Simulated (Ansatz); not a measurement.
# 1T-IrSeTe monolayer in a perpendicular field

What dipole does a perpendicular field induce in the 1T-IrSeTe monolayer? A positive field points along +c.

Method: plane-wave DFT, PBEsol-D3(BJ), Ansatz PAW, in Ansatz 0.2.0.

### Step 1. The starting structure

The cell holds 3 atoms: 1 Te, 1 Ir and 1 Se. Its edges and angles: a = 3.685 Å, b = 3.685 Å, c = 36.803 Å, α = 90.0°, β = 90.0°, γ = 120.0°. Vacuum lies along c.

### Step 2. Relaxation

The starting cell is a guess, so the in-plane lattice and the atoms are relaxed first, with the slab cut off from its images along the normal.

The input, input.yaml:

```yaml
crystal:
  lattice:
    - [3.685307, 0.0, 0.0]
    - [-1.8426535, 3.1915694827, 0.0]
    - [0.0, 0.0, 36.8028290176]
  atoms:
    - { symbol: Te, position: [0.6666666667, 0.3333333333, 0.4605624201] }
    - { symbol: Ir, position: [0.0, 0.0, 0.5043453142], spin: 1.0 }
    - { symbol: Se, position: [0.3333333333, 0.6666666667, 0.5394375799] }
  periodic: [true, true, false]
magnetization:
  spin_polarized: true
kpoints:
  mp_grid: { grid: [12, 12, 1] }
hamiltonian:
  xc: pbesol
  dispersion: d3bj
scf:
  occupations: { method: fermi_dirac, width: 0.05 }
  convergence: { dr2_threshold: 1.0e-09 }
relax:
  f_tol: 0.004
  max_steps: 90
  cell: {}
output:
  write_potential: true
  write_density: true
  volumetric_format: npy
```

Command:

```sh
> ansatz run input.yaml --threads 4 --pin off --max-ram 6144MiB --backend cpu --events-out ev --progress --plain --runs-dir out
```

Numbers of over 12 decimals in the logs are rounded to 6 here.

The log of the run:

```text
Warning: relax.cell: scf.convergence.dr2_threshold = 1e-9 eV is looser than the 1.80198582388e-10 eV advised for a relaxation that steers and ends on the stress (1e-10 eV for each atom of the cell: 3, times the square of relax.cell.stress_2d_tol = 0.05 N/m over 12.9 Å (the atoms' height at the walk's start and 5 Å past either face), 3.875e-2 GPa, over a crystal's default 0.05). What an SCF threshold leaves in a stress goes as its square root, and in the free energy as the threshold itself, and one threshold admits the most on a small cell: [figures from the program's tests cut] Set scf.convergence.dr2_threshold to 1.80198582388e-10 eV or tighter. [rest of the remark cut]
Engine: ansatz 0.2.0, x86_64-unknown-linux-gnu
Pseudopotentials: kind: paw
Pseudopotential: Te, paw, valence charge 16, recommended cutoff 420 eV (normal), Te.paw.azcp
Pseudopotential: Ir, paw, valence charge 17, recommended cutoff 420 eV (normal), Ir.paw.azcp
Pseudopotential: Se, paw, valence charge 16, recommended cutoff 420 eV (normal), Se.paw.azcp
Functional definition: PBEsol
  exchange = pbesol_x
  correlation = pbesol_c
Crystal: 3 atoms, lattice volume = 432.872 Å³
Basis set: ecut = 420 eV, 8475 PW (Γ), exchange–correlation on 50×50×500 points (8 copies of the dense FFT grid, shifted against one another)
Bands: 30, of which v1, the nominal top of the filled ones, is band 25 counted from 1 (24 counted from 0)
Symmetry: 6 space group operations
Space group: P3m1 (ITA 156), of the structure as read, at distance tolerance 7.6e-5 Å
Magnetic group: BNS 156.49 (UNI 1279), of the structure as read, at distance tolerance 7.6e-5 Å
k-points: 19 of 144 (time reversal used)
Non-local potential: Te, projectors of the file, l = 0: 2, l = 1: 2, l = 2: 2, l = 3: 2
Non-local potential: Ir, projectors of the file, l = 0: 3, l = 1: 2, l = 2: 2, l = 3: 1
Non-local potential: Se, projectors of the file, l = 0: 2, l = 1: 2, l = 2: 3, l = 3: 1
PAW form: soft (Blöchl's): semilocal exchange-correlation on the pseudo side does not see the compensation charge
PAW frozen core: Te, regenerated for the run's functional, and the local potential with it (the file was generated under x = pbe(κ = 0.804, μ = 0.219515), c = pbe(β = 0.066725))
PAW frozen core: Ir, regenerated for the run's functional, and the local potential with it (the file was generated under x = pbe(κ = 0.804, μ = 0.219515), c = pbe(β = 0.066725))
PAW frozen core: Se, regenerated for the run's functional, and the local potential with it (the file was generated under x = pbe(κ = 0.804, μ = 0.219515), c = pbe(β = 0.066725))
PAW one-centre angular grid: Te, 590 points (default); XC on 64 Gauss nodes
PAW one-centre angular grid: Ir, 590 points (default); XC on 64 Gauss nodes
PAW one-centre angular grid: Se, 590 points (default); XC on 64 Gauss nodes
Initial density: superposition of atomic densities (neutral atoms: chi_scale 0, normalization atom)
Starting moments: Σ|m| = 1 μB on 1 of 3 sites
Initial wavefunctions: pseudopotential atomic-orbital guess
Functional: x = pbesol(κ = 0.804, μ = 0.123457), c = pbesol(β = 0.046)
iter 1 solved again at ethr=2.94e-3 eV; its pass at ethr=3.10e-3 eV (dr2=1.44e0 eV) is discarded
SCF iter   1: F=—  HF=-24125.228608 eV  |F-HF|=—  |Δ(HF+E_count)|=         —  Δρ=8.68e-3 (↑8.68e-3 ↓8.56e-3)  dr2=1.49e0  dr2_m=4.99e-2  M=0.686 μB ∫|m|=0.708 μB  β_m=0.30  ethr=2.94e-3  ⟨swp⟩=1.7  Hψ=10518  notcnv=0
Mixer restart at iter 1: flushing history
preconditioner: auto → LDOS  [metal: Δε(μ)=0.025 eV  Ē_g=8.969 eV  σ=0.050 eV  W_gap=0.12  n_scr=22 (ndim 8)  ℏωp=8.2 eV  f_vac=0.808  D(μ)=3.09/eV (n_scr^D=12)]
spin=Collinear: LDOS preconditioning applied to the charge; magnetization (m = ρ↑ − ρ↓) channel mixes plain (no charge-response kernel on spin).
SCF iter   2: F=—  HF=-24125.423748 eV  |F-HF|=—  |Δ(HF+E_count)|=   1.95e-1  Δρ=6.46e-3 (↑6.36e-3 ↓6.46e-3)  dr2=6.65e-1  dr2_m=3.89e-2  M=0.602 μB ∫|m|=0.624 μB  β_m=0.61  ethr=2.94e-3  ⟨swp⟩=3.5  Hψ=1898  notcnv=0  defer=4
SCF iter   3: F=—  HF=-24125.804819 eV  |F-HF|=—  |Δ(HF+E_count)|=   3.81e-1  Δρ=2.26e-3 (↑2.26e-3 ↓1.70e-3)  dr2=1.76e-2  dr2_m=1.32e-2  M=0.331 μB ∫|m|=0.351 μB  β_m=0.71  ethr=1.36e-3  ⟨swp⟩=4.6  Hψ=2303  notcnv=0  defer=25
SCF iter   4: F=—  HF=-24125.857872 eV  |F-HF|=—  |Δ(HF+E_count)|=         —  Δρ=2.23e-3 (↑2.03e-3 ↓2.23e-3)  dr2=2.70e-3  dr2_m=1.76e-2  M=0.080 μB ∫|m|=0.092 μB  β_m=0.71  ethr=3.58e-5  ⟨swp⟩=3.4  Hψ=2847  notcnv=0  defer=32
SCF iter   5: F=—  HF=-24125.855516 eV  |F-HF|=—  |Δ(HF+E_count)|=   2.36e-3  Δρ=5.65e-4 (↑5.22e-4 ↓5.65e-4)  dr2=3.70e-4  dr2_m=1.02e-3  M=0.030 μB ∫|m|=0.035 μB  β_m=0.80  ethr=5.51e-6  ⟨swp⟩=3.4  Hψ=2719  notcnv=0  defer=32
SCF iter   6: F=—  HF=-24125.855892 eV  |F-HF|=—  |Δ(HF+E_count)|=   3.77e-4  Δρ=1.05e-4 (↑9.15e-5 ↓1.05e-4)  dr2=4.40e-5  dr2_m=3.08e-5  M=0.009 μB ∫|m|=0.010 μB  β_m=0.84  ethr=7.55e-7  ⟨swp⟩=3.1  Hψ=2483  notcnv=0  defer=32
SCF iter   7: F=—  HF=-24125.855952 eV  |F-HF|=—  |Δ(HF+E_count)|=   5.93e-5  Δρ=3.31e-5 (↑3.03e-5 ↓3.31e-5)  dr2=9.25e-6  dr2_m=2.88e-6  M=0.003 μB ∫|m|=0.003 μB  β_m=0.92  ethr=8.98e-8  ⟨swp⟩=3.1  Hψ=2309  notcnv=0  defer=32
SCF iter   8: F=—  HF=-24125.855962 eV  |F-HF|=—  |Δ(HF+E_count)|=   1.05e-5  Δρ=1.07e-5 (↑9.25e-6 ↓1.07e-5)  dr2=1.39e-6  dr2_m=9.35e-8  M=0.000 μB ∫|m|=0.001 μB  β_m=0.82  ethr=1.89e-8  ⟨swp⟩=3.0  Hψ=2288  notcnv=0  defer=32
SCF iter   9: F=—  HF=-24125.855962 eV  |F-HF|=—  |Δ(HF+E_count)|=   3.76e-8  Δρ=2.55e-6 (↑1.98e-6 ↓2.55e-6)  dr2=1.51e-7  dr2_m=7.07e-9  M=0.000 μB ∫|m|=0.000 μB  β_m=0.76  ethr=2.83e-9  ⟨swp⟩=3.2  Hψ=2398  notcnv=0  defer=32
SCF iter  10: F=—  HF=-24125.855962 eV  |F-HF|=—  |Δ(HF+E_count)|=   1.88e-7  Δρ=1.52e-6 (↑1.52e-6 ↓1.12e-6)  dr2=1.21e-8  dr2_m=5.28e-9  M=0.000 μB ∫|m|=0.000 μB  β_m=0.78  ethr=3.07e-10  ⟨swp⟩=3.9  Hψ=2456  notcnv=0  defer=32
SCF iter  11: F=—  HF=-24125.855962 eV  |F-HF|=—  |Δ(HF+E_count)|=   9.07e-8  Δρ=3.24e-7 (↑2.95e-7 ↓3.24e-7)  dr2=1.01e-9  dr2_m=2.25e-10  M=0.000 μB ∫|m|=0.000 μB  β_m=0.74  ethr=2.47e-11  ⟨swp⟩=3.4  Hψ=2425  notcnv=0  defer=32
SCF iter  12: F=-24125.855962 eV  HF=-24125.855962 eV  |F-HF|=3.34e-9  |Δ(HF+E_count)|=   1.73e-8  Δρ=8.64e-8 (↑6.35e-8 ↓8.64e-8)  dr2=6.96e-11  dr2_m=1.09e-11  M=0.000 μB ∫|m|=0.000 μB  ethr=2.04e-12  ⟨swp⟩=8.1  Hψ=8222  notcnv=0
[...]
relax step   7: F+E_penalty+E_count = -24125.88531750 eV  Δ(F+E_penalty+E_count) = -3.769e-6 eV  max|allowed force component| = 4.567e-4 eV/Å  Δτ_max = 0.0005 Å  P = +0.001 N/m  Ω = 425.359 Å³  energy of the carried Pulay correction = +2.479e-4 eV  fix = [c, alpha, beta]  reactions: c +0.000 N/m  (5 SCF iters, accepted)
Initial wavefunctions: pseudopotential atomic-orbital guess (no wavefunctions were taken with the density)
iter 1 solved again at ethr=3.50e-7 eV; its pass at ethr=3.10e-3 eV (dr2=1.72e-4 eV) is discarded
SCF iter   1: F=—  HF=-24125.885100 eV  |F-HF|=—  |Δ(HF+E_count)|=         —  Δρ=5.50e-6 (↑5.50e-6 ↓5.50e-6)  dr2=1.81e-7  dr2_m=1.63e-11  M=0.000 μB ∫|m|=0.000 μB  β_m=0.65  ethr=3.50e-7  ⟨swp⟩=6.1  Hψ=13104  notcnv=0
eigensolver tolerance schedule: the retry pair's looser diagonalisation over-reported the residual by 946.81 of it (diagonalisation noise at 0.12 of the residual, at the tolerance the schedule requests for it); recorded, not acted on — ethr = c·dr2/N_el stays at c = 1.0e-1
spin=Collinear: LDOS preconditioning applied to the charge; magnetization (m = ρ↑ − ρ↓) channel mixes plain (no charge-response kernel on spin).
SCF iter   2: F=—  HF=-24125.885061 eV  |F-HF|=—  |Δ(HF+E_count)|=   3.84e-5  Δρ=2.16e-6 (↑2.16e-6 ↓2.16e-6)  dr2=4.83e-8  dr2_m=4.12e-12  M=0.000 μB ∫|m|=0.000 μB  β_m=0.51  ethr=3.70e-10  ⟨swp⟩=4.6  Hψ=3264  notcnv=0
SCF iter   3: F=—  HF=-24125.885061 eV  |F-HF|=—  |Δ(HF+E_count)|=   1.85e-8  Δρ=8.70e-7 (↑8.68e-7 ↓8.70e-7)  dr2=5.63e-9  dr2_m=1.15e-12  M=0.000 μB ∫|m|=0.000 μB  β_m=0.60  ethr=9.85e-11  ⟨swp⟩=2.6  Hψ=1956  notcnv=0
SCF iter   4: F=—  HF=-24125.885061 eV  |F-HF|=—  |Δ(HF+E_count)|=   4.84e-8  Δρ=1.72e-7 (↑1.72e-7 ↓1.71e-7)  dr2=2.54e-10  dr2_m=1.50e-13  M=0.000 μB ∫|m|=0.000 μB  β_m=0.65  ethr=1.15e-11  ⟨swp⟩=2.4  Hψ=2278  notcnv=0
iter 5 met the thresholds in force, and the SCF goes on: an eigenvalue changes by 2.91 meV, over its tolerance of 0.05 meV (output.eigenvalues, Limitations)
SCF iter   5: F=-24125.885062 eV  HF=-24125.885062 eV  |F-HF|=2.30e-9  |Δ(HF+E_count)|=   1.44e-8  Δρ=5.13e-8 (↑5.06e-8 ↓5.13e-8)  dr2=7.66e-11  dr2_m=2.94e-14  M=0.000 μB ∫|m|=0.000 μB  β_m=0.65  ethr=1.00e-12  ⟨swp⟩=13.5  Hψ=8868  notcnv=0
iter 6 met the thresholds in force, and the SCF goes on: an eigenvalue changes by 0.93 meV, over its tolerance of 0.05 meV (output.eigenvalues, Limitations)
SCF iter   6: F=-24125.885062 eV  HF=-24125.885062 eV  |F-HF|=4.18e-10  |Δ(HF+E_count)|=   1.87e-9  Δρ=1.37e-8 (↑1.37e-8 ↓1.28e-8)  dr2=6.15e-12  dr2_m=6.32e-15  M=0.000 μB ∫|m|=0.000 μB  β_m=1.00  ethr=1.00e-12  ⟨swp⟩=8.4  Hψ=6669  notcnv=0
Mixer restart at iter 6: flushing history
iter 7 met the thresholds in force, and the SCF goes on: an eigenvalue changes by 0.11 meV, over its tolerance of 0.06 meV (output.eigenvalues, Limitations)
SCF iter   7: F=-24125.885062 eV  HF=-24125.885062 eV  |F-HF|=4.87e-10  |Δ(HF+E_count)|=  4.55e-10  Δρ=4.16e-8 (↑4.13e-8 ↓4.16e-8)  dr2=4.70e-10  dr2_m=6.32e-16  M=0.000 μB ∫|m|=0.000 μB  β_m=1.00  ethr=1.00e-12  ⟨swp⟩=7.9  Hψ=6152  notcnv=0  κ⁻¹=1.0e0(r=1)
SCF iter   8: F=-24125.885062 eV  HF=-24125.885062 eV  |F-HF|=1.46e-11  |Δ(HF+E_count)|=  3.64e-11  Δρ=1.39e-8 (↑1.37e-8 ↓1.39e-8)  dr2=1.12e-11  dr2_m=5.58e-16  M=0.000 μB ∫|m|=0.000 μB  ethr=1.00e-12  ⟨swp⟩=7.3  Hψ=5807  notcnv=0
the starting moments were not kept: the SCF closed with an absolute magnetisation of 4.7e-8 μB, where they sum to 1 μB in size (1 site). That is at most 0.1 of that sum. Measured as dr2_m measures the in/out step, that magnetisation stands 1.8e-16 eV from none, at or under the dr2_threshold of 1.0e-9 eV: it is no larger than a step whose dr2_m would equal this threshold.
SCF 8 converged in 8 iterations: F = -24125.885062 eV  dr2 = 1.12e-11
relax step   8: F+E_penalty+E_count = -24125.88506150 eV  Δ(F+E_penalty+E_count) = +2.560e-4 eV  max|allowed force component| = 4.968e-4 eV/Å  Δτ_max = 0.0000 Å  P = +0.003 N/m  Ω = 425.359 Å³  fix = [c, alpha, beta]  reactions: c +0.000 N/m  stress off target by 3.01e-3 N/m on what of the cell is left free  SCF on the basis re-selected at this cell (its energy is not comparable with the rows above)  (8 SCF iters)
basis re-selected at this cell: Δ(F+E_penalty+E_count) = +2.560e-4 eV, ΔP = +0.002 N/m vs the last step (what re-selecting the basis moved, of the pressure what is left beyond the Pulay correction that the steps carried, after the strain that the cell walked since its last selection, with what the two solves' SCF thresholds leave and, on support functions, any second-order correction that the steps lacked; it is no m [...]
SCF converged after 8 iterations
an eigenvalue changed by more than its tolerance at an iteration that met the thresholds in force, so the SCF went on 3 times, its first undamped step at iteration 6: the last check found none over its tolerance
Magnetization: 0.0000 μB (24.5000 up, 24.5000 down)
Absolute magnetization: 0.0000 μB (∫|ρ↑−ρ↓|, with the PAW one-centre terms)
Spin contamination: 0.0000 ħ² per cell (⟨S²⟩ above its minimum at these occupations)
Per-site moments (μB) at R_I (Å): [(9.471737328341077e-9, 1.102209), (1.042156059516826e-8, 1.007592), (4.556909335769449e-10, 1.007592)]
Free energy (F): -24125.885062 eV
Harris-Foulkes:  -24125.885062 eV  (|F-HF|=1.46e-11)
Internal energy: -24125.866572 eV  (E = F + TS)
E sigma→0 (E₀):  -24125.875817 eV
Entropy (-TS):   -0.018490 eV (-6.163 meV/atom)
Fermi energy:    -4.836485 eV
--- Per-component energies (eV) ---
  E_band       = -1669.333297
  E_kinetic    = 925.599394
  E_local      = -150673.940655  (includes V_loc(G=0)·N_el)
  E_nonlocal   = -821.720254
  E_hartree    = 74901.565866
  E_xc         = -493.152779
  E_vxc        = -501.881985  (∫ρ·V_xc dr)
  E_paw        = -15543.498098  (= ΣΔE_a)
  E_vpaw       = -400.520312  (= ΣTr[D̂ρ^β])
  E_aug_tail   = -0.000753  (compensation charges beyond the density's cutoff)
  E_ewald      = 67578.451143
  E_disp       = -0.818987  (pairwise vdW)
  E_core_change = 1.648550  (= ΣΔE_core)
  E_smearing   = -0.018490  (= −TS)
  E_closure    = 0.000000  (closes the sum)
  Σ components = -24125.885062   (vs F -24125.885062, Δ=0.00e0)
--- Forces (eV/Å), atoms counted from 1 ---
  atom   1  Te    -0.00000000    -0.00000000    -0.00047362
  atom   2  Ir    -0.00000000     0.00000000    -0.00002295
  atom   3  Se     0.00000000     0.00000000     0.00049687
  max |Σ_I F_I| component: 2.98e-7 eV/Å
--- 2D stress c σ (N/m, compression-positive) ---
        0.003007      -0.000000      -0.000000
        0.000000       0.003007       0.000000
       -0.000000       0.000000       0.000000
  P = ½ c Tr σ = 0.0030 N/m
--- Band table (eV; the first three rows and the last of 38) ---
  k-point 0 ↑: bands = [... 21 lower, -6.9161, -5.4027, -4.5421, -4.5421, -1.4162, -1.4162, -1.0269, -0.2765, ... 1 higher]
  k-point 1 ↑: bands = [... 21 lower, -6.8399, -5.6321, -4.5465, -4.5095, -2.0991, -1.5888, -0.7712, -0.1568, ... 1 higher]
  k-point 2 ↑: bands = [... 21 lower, -6.8414, -5.8364, -4.5940, -4.5274, -3.0305, -1.8934, -0.3222, 0.1543, ... 1 higher]
  k-point 18 ↓: bands = [... 21 lower, -8.1730, -6.5766, -5.6579, -5.2470, -3.6966, -2.3343, -0.0315, 2.0508, ... 1 higher]
  the weakly bound empty levels are not read free of the cell's end (no_gap_told)
--- Relaxed structure (7 steps of the walk, 6 accepted, 1 SCFs on fresh bases) ---
  F+E_penalty+E_count = -24125.88506150 eV   max|allowed force component| = 4.968e-4 eV/Å   (the final SCF, on the basis selected at the relaxed cell)
  cell:  # Å, volume = 425.3592 Å³
    - [3.653188, 0, 0]
    - [-1.826594, 3.163754, 0]
    - [0, 0, 36.8028290176]
  atoms:
    - { symbol: Te, position: [0.666667, 0.333333, 0.460573] }
    - { symbol: Ir, position: [0, 0, 0.505148] }
    - { symbol: Se, position: [0.333333, 0.666667, 0.538624] }
```

The job ended after 69 s (4 threads of Intel Xeon Platinum 8488C (Sapphire Rapids), shared host; peak memory 1.1 GiB).

Relaxation path:

| step | energy less that of the first step (eV) | largest force component (eV/Å) | volume (Å³) |
| --- | --- | --- | --- |
| 1 | 0.0000 | 0.6760 | 432.87 |
| 2 | 0.0055 | 0.7079 | 430.10 |
| 3 | -0.0262 | 0.1779 | 431.65 |
| 4 | -0.0279 | 0.0119 | 431.38 |
| 5 | -0.0281 | 0.0107 | 430.97 |
| 6 | -0.0294 | 0.0084 | 425.37 |
| 7 | -0.0294 | 0.0005 | 425.36 |
| 8* | -0.0291 | 0.0005 | 425.36 |

Relaxation steps marked * repeat the geometry before them on a plane-wave basis chosen anew for their cell, so energy and pressure can jump there. Relaxation step 2 was tried and not accepted.

The run keeps the 6 symmetry operations that it works with, so distortions that break them were not tested.

```
cell as run  before  after  change
      a (Å)   3.685  3.653  -0.9 %
      b (Å)   3.685  3.653  -0.9 %
```

The atoms that moved most (Å, along periodic axes as changes of fractional coordinates times the final cell, across vacuum about the mean position):

| atom | dx | dy | dz | length |
| --- | --- | --- | --- | --- |
| Se3 | 0.000 | 0.000 | -0.030 | 0.030 |
| Ir2 | 0.000 | 0.000 | 0.030 | 0.030 |

The relaxed structure:

```xyz
3
Lattice="3.6532 0.0000 0.0000 -1.8266 3.1638 0.0000 0.0000 0.0000 36.8028" Properties=species:S:1:pos:R:3
Te    1.8266    1.0546   16.9504
Ir    0.0000    0.0000   18.5909
Se    0.0000    2.1092   19.8229
```

Numbers from this step:

```
energy at zero smearing : -24125.8758 eV
```

The lattice constant a goes from 3.685 to 3.653 Å.

[end of part 1 of 3]

[Logs are printed without paths, hosts, clocks, repeated set-up lines and the standing remarks that a program may print on its own settings, such as how far it seeks lower states.]

[Hosts, paths, dates, database ids (printed as entryN), source tags and the programs' standing remarks are cut or masked in the printed files.]

[Maps of the electrostatic potential energy from Ansatz leave out the sawtooth potential of an applied field or a dipole correction, so their vacuum need not be flat; planar profiles and work functions include it.]
